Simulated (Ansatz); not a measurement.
All numbers below come from DFT PBE, scalar-relativistic, plane waves, PAW in Ansatz 0.2.0. Cutoff 420 eV, Γ-centred meshes of about 0.25 Å⁻¹ or finer for metals and 0.3 Å⁻¹ for insulators (2π included), Gaussian smearing. Collinear spin where magnetic atoms keep a moment.

Temperature and zero-point effects are left out.

Two relaxed structures of GdN:

A. (ferromagnetic moments up to 6.8 μB)

```xyz
4
Lattice="4.0635 0.0000 0.0000 -2.0318 3.5191 0.0000 0.0000 0.0000 5.0647" Properties=species:S:1:pos:R:3 pbc="T T T"
Gd    0.0000    2.3461    2.1767
Gd    2.0318    1.1730    4.7091
N     0.0000    2.3461    4.8379
N     2.0318    1.1730    2.3056
```

B. (ferromagnetic moments up to 6.9 μB)

```xyz
2
Lattice="0.0000 2.4920 2.4920 2.4920 0.0000 2.4920 2.4920 2.4920 0.0000" Properties=species:S:1:pos:R:3 pbc="T T T"
Gd    0.0000    0.0000    0.0000
N     2.4920    2.4920    2.4920
```

Task: Which would you expect to be lower, and how large is the difference?

Result: B is lower, by 75 meV/atom. A has space group P6_3mc (No. 186), 18.1 Å³/atom and a gap of 0.63 eV on its mesh; B has the rock salt type, space group Fm-3m (No. 225), 15.5 Å³/atom and no gap. Counting N atoms around Gd (those within 1.25 times the shortest such distance or 1.15 times the sum of covalent radii; a plus sign parts nearer from farther groups), A has Gd 4+1 and B has Gd 6. The denser one is the lower, and pressure would at first widen the difference. Both come from trial cells of a structure search. B has the structure into which a cell as deposited in COD relaxes.

Kohn–Sham gaps at this level usually fall short of measured ones. The 4f shell of Gd is treated without a Hubbard U, which places its levels poorly. Another magnetic order may lie lower. Cells relaxed within their symmetry can be saddle points.
